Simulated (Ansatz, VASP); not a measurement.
## Cross-check of Al (Al wire along [100], 21 atoms a period) between VASP and Ansatz

Wanted: the spread between two codes on one cell, functional and k mesh. The structure shown is the start of the Ansatz relaxation below; VASP solves that cell, so the two are compared at the walk's first step.

Calculated with Ansatz 0.2.0; plane waves, with VASP 6.6.1 beside it; single point at PBE.

**1. Starting point**

The cell holds 21 atoms: 21 Al. Its edges and angles: a = 14.880 Å, b = 14.880 Å, c = 4.040 Å, α = 90.0°, β = 90.0°, γ = 90.0°. Vacuum lies along a and b. The structure's axis is c.

**2. Ansatz: relaxation, PBE**

Ansatz runs on its PAW soft_1 files.

The two programs are compared at the cell with which this relaxation starts, whose forces are those of its first step.

Contents of input.yaml:

```yaml
crystal:
  lattice:
    - [14.88, 0.0, 0.0]
    - [0.0, 14.88, 0.0]
    - [0.0, 0.0, 4.04]
  atoms:
    - { symbol: Al, position: [0.228494624, 0.5, 0.0] }
    - { symbol: Al, position: [0.364247312, 0.364247312, 0.0] }
    - { symbol: Al, position: [0.364247312, 0.635752688, 0.0] }
    - { symbol: Al, position: [0.5, 0.228494624, 0.0] }
    - { symbol: Al, position: [0.5, 0.5, 0.0] }
    - { symbol: Al, position: [0.5, 0.771505376, 0.0] }
    - { symbol: Al, position: [0.635752688, 0.364247312, 0.0] }
    - { symbol: Al, position: [0.635752688, 0.635752688, 0.0] }
    - { symbol: Al, position: [0.771505376, 0.5, 0.0] }
    - { symbol: Al, position: [0.228494624, 0.364247312, 0.5] }
    - { symbol: Al, position: [0.228494624, 0.635752688, 0.5] }
    - { symbol: Al, position: [0.364247312, 0.228494624, 0.5] }
    - { symbol: Al, position: [0.364247312, 0.5, 0.5] }
    - { symbol: Al, position: [0.364247312, 0.771505376, 0.5] }
    - { symbol: Al, position: [0.5, 0.364247312, 0.5] }
    - { symbol: Al, position: [0.5, 0.635752688, 0.5] }
    - { symbol: Al, position: [0.635752688, 0.228494624, 0.5] }
    - { symbol: Al, position: [0.635752688, 0.5, 0.5] }
    - { symbol: Al, position: [0.635752688, 0.771505376, 0.5] }
    - { symbol: Al, position: [0.771505376, 0.364247312, 0.5] }
    - { symbol: Al, position: [0.771505376, 0.635752688, 0.5] }
kpoints:
  mp_grid: { grid: [1, 1, 20] }
scf:
  occupations: { method: fermi_dirac, width: 0.05 }
hamiltonian:
  xc: pbe
  pseudopotentials: { kind: paw, azcp: { folder: soft_1 } }
relax:
  cell: { fix: [a, b, alpha, beta, gamma] }
  max_steps: 45
  f_tol: 0.03
```

On the command line:

```sh
> ansatz run input.yaml --threads 4 --pin off --max-ram 16384MiB --backend cpu --events-out ev --progress --plain --runs-dir out
```

Numbers of over 12 decimals in the logs are rounded to 6 here.

What it wrote:

```text
Engine: ansatz 0.2.0, aarch64-unknown-linux-gnu
Pseudopotentials: kind: paw
Pseudopotential: Al, paw, valence charge 3, recommended cutoff 420 eV (normal), soft_1/Al.paw.azcp
Functional definition: PBE
  parameter kappa = 0.804
  parameter beta = 0.066725
  exchange = pbe_x(kappa = kappa, mu = beta*pi^2/3)
  correlation = pbe_c(beta = beta)
Crystal: 21 atoms, lattice volume = 894.514 Å³
Basis set: ecut = 420 eV, 17481 PW (Γ), exchange–correlation on 200×200×60 points (8 copies of the dense FFT grid, shifted against one another)
Bands: 53, of which v1, the nominal top of the filled ones, is band 32 counted from 1 (31 counted from 0)
Symmetry: 16 space group operations
Space group: P4/mmm (ITA 123), of the structure as read, at distance tolerance 9.6e-5 Å
k-points: 11 of 20
Non-local potential: Al, projectors of the file, l = 0: 2, l = 1: 2, l = 2: 1
PAW form: soft (Blöchl's): semilocal exchange-correlation on the pseudo side does not see the compensation charge
PAW one-centre angular grid: Al, 110 points (default); XC on 64 Gauss nodes
Initial density: superposition of atomic densities (neutral atoms: chi_scale 0, normalization atom)
Initial wavefunctions: pseudopotential atomic-orbital guess
Functional: x = pbe(κ = 0.804, μ = 0.219515), c = pbe(β = 0.066725)
SCF iter   1: F=—  HF=-11283.373115 eV  |F-HF|=—  |Δ(HF+E_count)|=         —  Δρ=2.05e-2  dr2=4.31e1  ethr=3.10e-3  ⟨swp⟩=8.7  Hψ=3309  notcnv=0  defer=29
preconditioner: auto → LDOS  [metal: Δε(μ)=0.039 eV  Ē_g=6.060 eV  σ=0.050 eV  W_gap=0.19  n_scr=74 (ndim 8)  ℏωp=9.9 eV  f_vac=0.326  D(μ)=9.47/eV (n_scr^D=36)  β→1.0]
SCF iter   2: F=—  HF=-11279.137817 eV  |F-HF|=—  |Δ(HF+E_count)|=    4.24e0  Δρ=1.36e-2  dr2=9.85e0  ethr=3.10e-3  ⟨swp⟩=5.1  Hψ=1675  notcnv=0  defer=85
SCF iter   3: F=—  HF=-11278.254259 eV  |F-HF|=—  |Δ(HF+E_count)|=   8.84e-1  Δρ=2.12e-3  dr2=2.02e-1  ethr=3.10e-3  ⟨swp⟩=4.5  Hψ=1496  notcnv=0  defer=68
SCF iter   4: F=—  HF=-11278.217741 eV  |F-HF|=—  |Δ(HF+E_count)|=   3.65e-2  Δρ=6.60e-4  dr2=9.04e-3  ethr=3.21e-4  ⟨swp⟩=2.5  Hψ=866  notcnv=0  defer=68
SCF iter   5: F=—  HF=-11278.218992 eV  |F-HF|=—  |Δ(HF+E_count)|=   1.25e-3  Δρ=2.36e-4  dr2=1.39e-3  ethr=1.43e-5  ⟨swp⟩=2.2  Hψ=931  notcnv=0  defer=68
SCF iter   6: F=—  HF=-11278.219084 eV  |F-HF|=—  |Δ(HF+E_count)|=   9.15e-5  Δρ=5.27e-5  dr2=6.34e-5  ethr=2.20e-6  ⟨swp⟩=2.6  Hψ=819  notcnv=0  defer=68
SCF iter   7: F=—  HF=-11278.218891 eV  |F-HF|=—  |Δ(HF+E_count)|=   1.93e-4  Δρ=8.62e-6  dr2=1.36e-6  ethr=1.01e-7  ⟨swp⟩=2.5  Hψ=998  notcnv=0  defer=68
SCF iter   8: F=-11278.218892 eV  HF=-11278.218892 eV  |F-HF|=1.81e-8  |Δ(HF+E_count)|=   5.34e-7  Δρ=1.94e-6  dr2=8.66e-8  ethr=1.59e-10  ⟨swp⟩=6.0  Hψ=2173  notcnv=0
SCF 1 converged in 8 iterations: F = -11278.218892 eV  dr2 = 8.66e-8
  greatest PAW one-centre occupation: 0.503 electrons in one spin orbital (limit 2), on the Al atom at site 20 (counted from 0), in its partial waves of l = 0
relax step   1: F+E_penalty+E_count = -11278.21889150 eV  Δ(F+E_penalty+E_count) = +0.000e0 eV  max|allowed force component| = 2.355e-1 eV/Å  Δτ_max = 0.0000 Å  P = -1.133 GPa  Ω = 894.514 Å³  fix = [a, b, alpha, beta, gamma]  reactions: a -0.627, b -0.627 GPa  (8 SCF iters, dr2 threshold 1.00e-7 eV, accepted)
[...]
relax step   4: F+E_penalty+E_count = -11278.70706514 eV  Δ(F+E_penalty+E_count) = -1.019e-1 eV  max|allowed force component| = 2.947e-2 eV/Å  Δτ_max = 0.0928 Å  P = -0.035 GPa  Ω = 836.659 Å³  energy of the carried Pulay correction = +5.118e-3 eV  fix = [a, b, alpha, beta, gamma]  reactions: a -0.034, b -0.034 GPa  (9 SCF iters, accepted)
[...]
relax step   5: F+E_penalty+E_count = -11278.70438311 eV  Δ(F+E_penalty+E_count) = +2.682e-3 eV  max|allowed force component| = 2.942e-2 eV/Å  Δτ_max = 0.0000 Å  P = -0.042 GPa  Ω = 836.659 Å³  fix = [a, b, alpha, beta, gamma]  reactions: a -0.038, b -0.038 GPa  stress off target by 4.82e-2 GPa on what of the cell is left free  SCF on the basis re-selected at this cell (its energy is not comparable with the rows above)  (5 SCF iters)
basis re-selected at this cell: Δ(F+E_penalty+E_count) = +2.682e-3 eV, ΔP = -0.007 GPa vs the last step (what re-selecting the basis moved, of the pressure what is left beyond the Pulay correction that the steps carried, after the strain that the cell walked since its last selection, with what the two solves' SCF thresholds leave and, on support functions, any second-order correction that the steps lacked; it is no measure of the basis error at this ecutwfc). The dense FFT grid was sized anew with the basis: this SCF ran on 100×100×27 points, the steps before it on 100×100×30, so part of this shift can come from that change (see relax.cell in the input reference). [rest of the remark cut]
SCF converged after 5 iterations
Free energy (F): -11278.704383 eV
Harris-Foulkes:  -11278.704383 eV  (|F-HF|=1.27e-11)
Internal energy: -11278.619993 eV  (E = F + TS)
E sigma→0 (E₀):  -11278.662188 eV
Entropy (-TS):   -0.084390 eV (-4.019 meV/atom)
Fermi energy:    0.902485 eV
--- Per-component energies (eV) ---
  E_band       = -187.478051
  E_kinetic    = 441.891506
  E_local      = -4781.618596  (includes V_loc(G=0)·N_el)
  E_nonlocal   = 217.384202
  E_hartree    = 2297.027328
  E_xc         = -771.504595
  E_vxc        = -585.218742  (∫ρ·V_xc dr)
  E_paw        = -9857.783773  (= ΣΔE_a)
  E_vpaw       = -73.970963  (= ΣTr[D̂ρ^β])
  E_aug_tail   = -0.000044  (compensation charges beyond the density's cutoff)
  E_ewald      = 1175.983979
  E_smearing   = -0.084390  (= −TS)
  E_closure    = 0.000000  (closes the sum)
  Σ components = -11278.704383   (vs F -11278.704383, Δ=0.00e0)
--- Forces (eV/Å), atoms counted from 1 ---
  atom   1  Al     0.01928371     0.00000000    -0.00000000
  atom   2  Al     0.00626787     0.00626787    -0.00000000
  atom   3  Al     0.00626787    -0.00626787    -0.00000000
  atom   4  Al     0.00000000     0.01928371    -0.00000000
  atom   5  Al    -0.00000000     0.00000000     0.00000000
  atom   6  Al    -0.00000000    -0.01928371     0.00000000
  atom   7  Al    -0.00626787     0.00626787     0.00000000
  atom   8  Al    -0.00626787    -0.00626787     0.00000000
  atom   9  Al    -0.01928371    -0.00000000     0.00000000
  atom  10  Al     0.02942182    -0.00831463    -0.00000000
  atom  11  Al     0.02942182     0.00831463    -0.00000000
  atom  12  Al    -0.00831463     0.02942182     0.00000000
  atom  13  Al    -0.00612225    -0.00000000     0.00000000
  atom  14  Al    -0.00831463    -0.02942182     0.00000000
  atom  15  Al    -0.00000000    -0.00612225     0.00000000
  atom  16  Al     0.00000000     0.00612225    -0.00000000
  atom  17  Al     0.00831463     0.02942182    -0.00000000
  atom  18  Al     0.00612225     0.00000000    -0.00000000
  atom  19  Al     0.00831463    -0.02942182    -0.00000000
  atom  20  Al    -0.02942182    -0.00831463     0.00000000
  atom  21  Al    -0.02942182     0.00831463     0.00000000
  max |Σ_I F_I| component: 6.94e-18 eV/Å
--- Stress (GPa, compression-positive) ---
       -0.038249      -0.000000       0.000000
       -0.000000      -0.038249       0.000000
        0.000000       0.000000      -0.048212
  P = ⅓ Tr σ = -0.0416 GPa (-0.416 kbar)
--- Relaxed structure (4 steps of the walk, 3 accepted, 1 SCFs on fresh bases) ---
  F+E_penalty+E_count = -11278.70438311 eV   max|allowed force component| = 2.942e-2 eV/Å   (the final SCF, on the basis selected at the relaxed cell)
  cell:  # Å, volume = 836.6586 Å³
    - [14.88, 0, 0]
    - [0, 14.88, 0]
    - [0, 0, 3.778700]
  atoms:
    - { symbol: Al, position: [0.217890, 0.5, 0] }
    - { symbol: Al, position: [0.361662, 0.361662, 0] }
    - { symbol: Al, position: [0.361662, 0.638338, 0] }
    - { symbol: Al, position: [0.5, 0.217890, 0] }
    - { symbol: Al, position: [0.5, 0.5, 0] }
    - { symbol: Al, position: [0.5, 0.782110, 0] }
    - { symbol: Al, position: [0.638338, 0.361662, 0] }
    - { symbol: Al, position: [0.638338, 0.638338, 0] }
    - { symbol: Al, position: [0.782110, 0.5, 0] }
    - { symbol: Al, position: [0.226397, 0.363384, 0.5] }
    - { symbol: Al, position: [0.226397, 0.636616, 0.5] }
    - { symbol: Al, position: [0.363384, 0.226397, 0.5] }
    - { symbol: Al, position: [0.360598, 0.5, 0.5] }
    - { symbol: Al, position: [0.363384, 0.773603, 0.5] }
    - { symbol: Al, position: [0.5, 0.360598, 0.5] }
    - { symbol: Al, position: [0.5, 0.639402, 0.5] }
    - { symbol: Al, position: [0.636616, 0.226397, 0.5] }
    - { symbol: Al, position: [0.639402, 0.5, 0.5] }
    - { symbol: Al, position: [0.636616, 0.773603, 0.5] }
    - { symbol: Al, position: [0.773603, 0.363384, 0.5] }
    - { symbol: Al, position: [0.773603, 0.636616, 0.5] }
```

The column dr2 measures how far the density is from self-consistency, as an energy; F and HF (Harris–Foulkes) agree once it is small.

(Part 1 of 2 ends here.)

[Lines on the potential files, build, host, timing and source positions are cut from VASP's logs without a mark.]

[Logs are printed without paths, hosts, clocks, repeated set-up lines and the standing remarks that a program may print on its own settings, such as how far it seeks lower states.]

[Hosts, paths, dates, database ids (printed as entryN), source tags and the programs' standing remarks are cut or masked in the printed files.]
